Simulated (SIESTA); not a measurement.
SnTe:

```xyz
2
Lattice="0.0000 3.6111 3.6111 3.6111 0.0000 3.6111 3.6111 3.6111 0.0000" Properties=species:S:1:pos:R:3 pbc="T T T"
Te    1.8056    1.8056    1.8056
Sn    0.0000    0.0000    0.0000
```

Measurements of this composition are mostly on another form, of space group No. 225.

* Program: SIESTA 5.4.2
* Task: single point
* Functional: PBE
* Potentials or basis: PseudoDojo 0.4 standard (PBE files)
* Basis: DZP (energy shift 0.002 Ry)
* Grid cutoff: 500 Ry
* Energy shift: 0.002 Ry
* k mesh: 7 × 7 × 7
* Occupations: fermi-dirac, width 0.05 eV
* Spin: no spin polarisation

On this cell: pressure 0.7 GPa; largest force zero by symmetry; band gap on the k mesh 0.34 eV, indirect (least direct gap 0.83 eV).

The same run follows on a disturbed copy (atoms moved at random, drawn with an rms of 0.05 Å):

```
CELL_PARAMETERS angstrom
0.00000 3.61115 3.61115
3.61115 0.00000 3.61115
3.61115 3.61115 0.00000
ATOMIC_POSITIONS crystal
Te 0.25104 0.25696 0.24113
Sn 0.00788 0.99528 0.99274
```

Question: What changes?

Answer: The energy moves by +1.8 meV/atom; pressure 0.7 GPa; largest force 0.150 eV/Å; band gap on the k mesh 0.31 eV, indirect (least direct gap 0.83 eV).

Forces on the atoms (eV/Å):
```
Te  -0.107  0.090 -0.054
Sn   0.107 -0.090  0.054
```

Stress tensor (GPa, compression positive):
```
 0.68 -0.13  0.26
-0.13  0.68 -0.29
 0.26 -0.29  0.69
```

Caveats: semicore shells carry a single zeta, which can move pressures by several GPa and volumes by a few percent; spin-orbit coupling is left out, which moves the levels of the heavy elements; an odd mesh through Γ misses points on the zone boundary, where band edges often lie; the basis of atomic orbitals isn't converged, which shifts pressures, moduli and gaps.
